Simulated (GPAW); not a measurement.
# CuO (Pm-3m) in GPAW: notebook

One crystal, CuO, is run at these levels: LDA; tasks: equation of state.

All numbers are computed with GPAW 26.7.0; they aren't measurements. Logs are shortened: lines on timing, memory, paths and dates and some standing lists are left out, and cuts for length are marked. The log counts tension as positive stress, the text compression.

## (1) The structure

It takes space group Pm-3m (No. 221, cubic). Conventional cell: a = 2.553 Å, b = 2.553 Å, c = 2.553 Å, α = 90.00°, β = 90.00°, γ = 90.00°. Cu (site symmetry m-3m) is surrounded by 8 O at 2.21 Å. O (site symmetry m-3m) has 8 Cu at 2.21 Å as nearest neighbours.

Measurements of this composition are mostly on another form, of space group No. 15.

## (2) Equation of state, LDA

run.py reads:

```python
from ase import Atoms
from ase.eos import EquationOfState
from ase.io import Trajectory
from ase.units import GPa
from gpaw import GPAW, PW, setup_paths

setup_paths.insert(0, '.')

atoms = Atoms(['Cu', 'O'],
              cell=[[2.55255061, 0.0, 0.0],
                    [0.0, 2.55255061, 0.0],
                    [0.0, 0.0, 2.55255061]],
              scaled_positions=[[0.0, 0.0, 0.0],
                                [0.5, 0.5, 0.5]],
              pbc=True)

traj = Trajectory('eos.traj', 'w')
volumes, energies = [], []
for x in [0.94, 0.96, 0.98, 1.0, 1.02, 1.04, 1.06]:
    a = atoms.copy()
    a.set_cell(atoms.cell * x**(1 / 3), scale_atoms=True)
    calc = GPAW(mode=PW(800),
                xc='LDA',
                kpts={'size': (10, 10, 10), 'gamma': True},
                occupations={'name': 'fermi-dirac', 'width': 0.05},
                setups={'Cu': 'jth', 'O': 'jth'},
                nbands=-11,
                convergence={'density': 1e-05, 'energy': 1e-05},
                maxiter=150,
                txt=f'eos-{x:.2f}.txt')
    a.calc = calc
    energies.append(a.get_potential_energy(force_consistent=True))
    volumes.append(a.get_volume())
    p = -a.get_stress()[:3].mean() / GPa
    calc.write(f'eos-{x:.2f}.gpw')
    traj.write(a)
    print(f'{x:.2f} {volumes[-1]:10.4f} A^3 {energies[-1]:14.6f} eV {p:9.3f} GPa', flush=True)

v0, e0, B = EquationOfState(volumes, energies, eos='birchmurnaghan').fit()
print(f'V0 = {v0:.4f} A^3, E0 = {e0:.6f} eV, B0 = {B / GPa:.2f} GPa')
```

Potentials or basis: JTH PAW 2.0, LDA, pw.

Command:

```sh
OMP_NUM_THREADS=1 python run.py
```

Log:

```text
__  _  _
 | _ |_)|_||  |
 |__||  | ||/\| - 26.7.0

Input parameters:
  mode=PW(ecut=800.0),
  convergence={'density': 1e-05, 'energy': 1e-05},
  kpts=MonkhorstPack(size=(10, 10, 10), gamma=True),
  maxiter=150,
  nbands=-11,
  occupations=Occupations(name='fermi-dirac', width=0.05),
  setups={'Cu': 'jth', 'O': 'jth'},
  xc=XC(name='LDA')

Diagonalizing LCAO Hamiltonian
Converting LCAO to pw mode
   .-----.
  /|     |
 * | O   |
 | .-----.
 |/     /
 Cu----*

Atoms  # Å, Bohr magnetons
|   | symbol |        x |        y |        z |    initial magnetic moments |
|---|--------|----------|----------|----------|-----------------------------|
| 0 |     Cu | 0.000000 | 0.000000 | 0.000000 | ( 0.0000,  0.0000,  0.0000) |
| 1 |      O | 1.250222 | 1.250222 | 1.250222 | ( 0.0000,  0.0000,  0.0000) |

Unit cell  # Å
| periodic |        x |        y |        z |  lengths |    angles |
|----------|----------|----------|----------|----------|-----------|
|      yes | 2.500443 | 0.000000 | 0.000000 | 2.500443 | 90.000000 |
|      yes | 0.000000 | 2.500443 | 0.000000 | 2.500443 | 90.000000 |
|      yes | 0.000000 | 0.000000 | 2.500443 | 2.500443 | 90.000000 |

Number of symmetries: 48
Symmetry operations  # r_c * U_cc + t_c -> r_c
|    | kind |            matrix            |
|----|------|------------------------------|
|  0 |  E   |  1, 0, 0,  0, 1, 0,  0, 0, 1 |
|  1 |  σ   |  1, 0, 0,  0, 1, 0,  0, 0,-1 |
|  2 |  σ   |  1, 0, 0,  0, 0, 1,  0, 1, 0 |
|  3 |  C4  |  1, 0, 0,  0, 0, 1,  0,-1, 0 |
|  4 |  C4  |  1, 0, 0,  0, 0,-1,  0, 1, 0 |
|  5 |  σ   |  1, 0, 0,  0, 0,-1,  0,-1, 0 |
|  6 |  σ   |  1, 0, 0,  0,-1, 0,  0, 0, 1 |
|  7 |  C2  |  1, 0, 0,  0,-1, 0,  0, 0,-1 |
|  8 |  σ   |  0, 1, 0,  1, 0, 0,  0, 0, 1 |
|  9 |  C2  |  0, 1, 0,  1, 0, 0,  0, 0,-1 |
| 10 |  C3  |  0, 1, 0,  0, 0, 1,  1, 0, 0 |
| 11 |  S6  |  0, 1, 0,  0, 0, 1, -1, 0, 0 |
| 12 |  S6  |  0, 1, 0,  0, 0,-1,  1, 0, 0 |
| 13 |  C3  |  0, 1, 0,  0, 0,-1, -1, 0, 0 |
| 14 |  C4  |  0, 1, 0, -1, 0, 0,  0, 0, 1 |
| 15 |  S4  |  0, 1, 0, -1, 0, 0,  0, 0,-1 |
| 16 |  C3  |  0, 0, 1,  1, 0, 0,  0, 1, 0 |
| 17 |  S6  |  0, 0, 1,  1, 0, 0,  0,-1, 0 |
| 18 |  σ   |  0, 0, 1,  0, 1, 0,  1, 0, 0 |
| 19 |  C4  |  0, 0, 1,  0, 1, 0, -1, 0, 0 |
| 20 |  C2  |  0, 0, 1,  0,-1, 0,  1, 0, 0 |
| 21 |  S4  |  0, 0, 1,  0,-1, 0, -1, 0, 0 |
| 22 |  S6  |  0, 0, 1, -1, 0, 0,  0, 1, 0 |
| 23 |  C3  |  0, 0, 1, -1, 0, 0,  0,-1, 0 |
| 24 |  S6  |  0, 0,-1,  1, 0, 0,  0, 1, 0 |
| 25 |  C3  |  0, 0,-1,  1, 0, 0,  0,-1, 0 |
| 26 |  C4  |  0, 0,-1,  0, 1, 0,  1, 0, 0 |
| 27 |  σ   |  0, 0,-1,  0, 1, 0, -1, 0, 0 |
| 28 |  S4  |  0, 0,-1,  0,-1, 0,  1, 0, 0 |
| 29 |  C2  |  0, 0,-1,  0,-1, 0, -1, 0, 0 |
| 30 |  C3  |  0, 0,-1, -1, 0, 0,  0, 1, 0 |
| 31 |  S6  |  0, 0,-1, -1, 0, 0,  0,-1, 0 |
| 32 |  C4  |  0,-1, 0,  1, 0, 0,  0, 0, 1 |
| 33 |  S4  |  0,-1, 0,  1, 0, 0,  0, 0,-1 |
| 34 |  S6  |  0,-1, 0,  0, 0, 1,  1, 0, 0 |
| 35 |  C3  |  0,-1, 0,  0, 0, 1, -1, 0, 0 |
| 36 |  C3  |  0,-1, 0,  0, 0,-1,  1, 0, 0 |
| 37 |  S6  |  0,-1, 0,  0, 0,-1, -1, 0, 0 |
| 38 |  σ   |  0,-1, 0, -1, 0, 0,  0, 0, 1 |
| 39 |  C2  |  0,-1, 0, -1, 0, 0,  0, 0,-1 |
| 40 |  σ   | -1, 0, 0,  0, 1, 0,  0, 0, 1 |
| 41 |  C2  | -1, 0, 0,  0, 1, 0,  0, 0,-1 |
| 42 |  C2  | -1, 0, 0,  0, 0, 1,  0, 1, 0 |
| 43 |  S4  | -1, 0, 0,  0, 0, 1,  0,-1, 0 |
| 44 |  S4  | -1, 0, 0,  0, 0,-1,  0, 1, 0 |
| 45 |  C2  | -1, 0, 0,  0, 0,-1,  0,-1, 0 |
| 46 |  C2  | -1, 0, 0,  0,-1, 0,  0, 0, 1 |
| 47 |  i   | -1, 0, 0,  0,-1, 0,  0, 0,-1 |

BZ-sampling:
  Number of BZ points: 1000
  Number of IBZ points: 56

  Monkhorst-Pack size: [10, 10, 10]
  Monkhorst-Pack shift: [0.05, 0.05, 0.05]

K-points  # in reciprocal-cell coordinates
|     |                                coordinates |     weight |
|-----|--------------------------------------------|------------|
|   0 | (  0.00000000,   0.00000000,   0.00000000) | 0.00100000 |
|   1 | (  0.10000000,   0.00000000,   0.00000000) | 0.00600000 |
|   2 | (  0.10000000,   0.10000000,   0.00000000) | 0.01200000 |
|   3 | (  0.10000000,   0.10000000,   0.10000000) | 0.00800000 |
|   4 | (  0.20000000,   0.00000000,   0.00000000) | 0.00600000 |
|   5 | (  0.20000000,   0.10000000,   0.00000000) | 0.02400000 |
|   6 | (  0.20000000,   0.10000000,   0.10000000) | 0.02400000 |
|   7 | (  0.20000000,   0.20000000,   0.00000000) | 0.01200000 |
|   8 | (  0.20000000,   0.20000000,   0.10000000) | 0.02400000 |
|   9 | (  0.20000000,   0.20000000,   0.20000000) | 0.00800000 |
| ... |                                            |            |
|  55 | (  0.50000000,   0.50000000,   0.50000000) | 0.00100000 |

Plane wave coefficients: 840
Cutoff: 800.0 eV

Spin-components: 1 (collinear spins)
Bands:           23
Projectors:      10
Spin-degeneracy: 2
Datatype:        complex128

Parallelization:
  kpt:    1
  domain: 1
  band:   1

Density:
  Valence electrons: 25.0
  Components: 1
  Grid points: [18 18 18]
  Charge: 0.0  # |e|

Potential:
  Grid points: [18 18 18]

species:
  Cu:
    name:    Copper
    Z:       29.0
    valence: 19
    core:    10
    charge:  0.0  # [|e|]
    compensation charges:
      type: sinc
      rc: 0.96  # [Å]
      lmax: 2
    cutoffs:
      filter: 1.06  # [Å]
      core: 0.72  # [Å]
    projectors
    | kind |    occ | energy [eV] | rcut [Å] |
    |------|--------|-------------|----------|
    |   3s |  2.000 |    -114.151 |    1.006 |
    |   4s |  1.000 |      -4.858 |    1.006 |
    |   3p |  6.000 |     -72.032 |    0.956 |
    |    p |        |      40.817 |    0.956 |
    |   3d | 10.000 |      -5.325 |    1.059 |
    |    d |        |      20.409 |    1.059 |

    Using partial waves for Cu as LCAO basis

  O:
    name:    Oxygen
    Z:       8.0
    valence: 6
    core:    2
    charge:  0.0  # [|e|]
    compensation charges:
      type: sinc
      rc: 0.64  # [Å]
      lmax: 2
    cutoffs:
      filter: 0.75  # [Å]
      core: 0.85  # [Å]
    projectors
    | kind |    occ | energy [eV] | rcut [Å] |
    |------|--------|-------------|----------|
    |   2s |  2.000 |     -23.754 |    0.749 |
    |    s |        |      27.211 |    0.749 |
    |   2p |  4.000 |      -9.198 |    0.749 |
    |    p |        |      27.211 |    0.749 |

    Using partial waves for O as LCAO basis

Reference energy: -46988.344980  # eV

eigensolver:
  PPCG
  Converge bands: occupied
  niter=2

density mixing:
  MSR1-Mixer
  Pratt-step length: 0.05
  Maximum mixing coefficient: 0.75
  Old densities: 10
  SVD Regularization: 0.005
  Good broyden scale: 1.0
  Trust region scale: 1.0
  Backstep threshold: 4.0
  History deletion threshold: 6.0
  Fourier metric: weight=20.0, sigma=0.015

occupation numbers:
  Fermi-Dirac:
    width: 0.0500  # eV

poisson solver:
  ecut: 6400.0  # eV

xc functional:
  name: None

convergence criteria:
[... 6 lines left out ...]
|iter     | |      energy | eigst |  dens |
|---------|-|-------------|-------|-------|
|iter:   1| |  -13.152613 | -0.18 |       |
|iter:   2| |  -11.972661 | -2.54 | -1.08 |
|iter:   3| |  -10.455910 | -1.90 | -1.18 |
|iter:   4| |  -10.418839 | -3.87 | -1.85 |
|iter:   5| |  -10.392955 | -3.60 | -2.00 |
|iter:   6| |  -10.391045 | -4.66 | -2.58 |
|iter:   7| |  -10.390923 | -6.34 | -3.20 |
|iter:   8| |  -10.390916c| -7.32 | -3.74 |
|iter:   9| |  -10.390915c| -7.78c| -4.94 |
|iter:  10| |  -10.390916c| -8.05c| -5.33c|

Converged in 10 steps
Energy contributions relative to reference atoms: (reference = -46988.344980)

Energy contributions:
  Kinetic:          18.225439
  Coulomb:         -16.933632
  Zero:             -0.020319
  External:          0.000000
  Xc:              -11.652306
  Entropy:          -0.020195
  Spinorbit:         0.000000
  ----------------------------
  Free energy:     -10.401013
  Extrapolated:    -10.390916

dipole moment: (-7.939669, -7.939669, -7.939669)  # |e|*Ang

Fermi level: 8.172
Eigenvalues  # (at kpt = [0.000, 0.000, 0.000])
| band index |      eig [eV] | occ [0-2] |
|------------|---------------|-----------|
|          0 |      -103.507 |     2.000 |
|        ... |               |           |
|          5 |         4.089 |     2.000 |
|          6 |         4.089 |     2.000 |
|          7 |         5.831 |     2.000 |
|          8 |         5.831 |     2.000 |
|          9 |         5.831 |     2.000 |
|         10 |         6.262 |     2.000 |
|         11 |         6.262 |     2.000 |
|         12 |         6.262 |     2.000 |
|         13 |         9.824 |     0.000 |
|         14 |        24.519 |     0.000 |
|         15 |        24.519 |     0.000 |
|         16 |        29.792 |     0.000 |
|         17 |        29.792 |     0.000 |
|         18 |        29.792 |     0.000 |
|         19 |        43.136 |     0.000 |
|         20 |        43.805 |     0.000 |
|        ... |               |           |
|         22 |        43.968 |     0.000 |

No gap
No difference between direct/indirect transitions

Stress tensor  # eV/Ang^3
|         x |         y |         z |
|-----------|-----------|-----------|
| -0.108611 |  0.000000 |  0.000000 |
|  0.000000 | -0.108611 |  0.000000 |
|  0.000000 |  0.000000 | -0.108611 |

# Writing to eos-0.94.gpw (mode='')
```

Run time: 2.8 min. Hardware: 1 thread of Arm Neoverse V1, shared host; peak memory 0.23 GiB.

What came out:

* Equilibrium volume: 8.37 Å³/atom
* Bulk modulus: 228 GPa
* Pressure derivative of the bulk modulus: 4.8

Energy against volume, from the lowest point:
```
volume (Å³/atom)  energy (meV/atom)
           7.817              29.60
           7.983              13.79
           8.149               4.09
           8.316               0.00
           8.482               0.70
           8.648               5.79
           8.815              14.81
```

Caveat: the program truncates these outside data sets; the run has no spin polarisation, though such a crystal can be magnetic.

## (3) Equation of state, LDA

Edit run.py of step 2 so:

```diff
@@ -4,5 +4,3 @@
 from ase.units import GPa
-from gpaw import GPAW, PW, setup_paths
-
-setup_paths.insert(0, '.')
+from gpaw import GPAW, PW
 
@@ -21,3 +19,3 @@
     a.set_cell(atoms.cell * x**(1 / 3), scale_atoms=True)
-    calc = GPAW(mode=PW(800),
+    calc = GPAW(mode=PW(1600),
                 xc='LDA',
@@ -25,3 +23,3 @@
                 occupations={'name': 'fermi-dirac', 'width': 0.05},
-                setups={'Cu': 'jth', 'O': 'jth'},
+                setups='hgh',
                 nbands=-11,
```

Potentials or basis: HGH pseudopotentials, pw.

Command:

```sh
OMP_NUM_THREADS=1 python run.py
```

Run time: 2.7 min. Hardware: 1 thread of Arm Neoverse V1, shared host; peak memory 0.29 GiB.

Results (log left out):

| Item | Value |
| --- | --- |
| Equilibrium volume | outside the volumes run |

Energy against volume, from the lowest point:
```csv
volume (Å³/atom),energy (meV/atom)
7.817,0.00
7.983,200.91
8.149,395.48
8.316,584.27
8.482,767.65
8.648,945.19
8.815,1117.21
```

Caveat: HGH potentials are hard and often keep d shells in the core, so these values are rough; the run has no spin polarisation, though such a crystal can be magnetic.
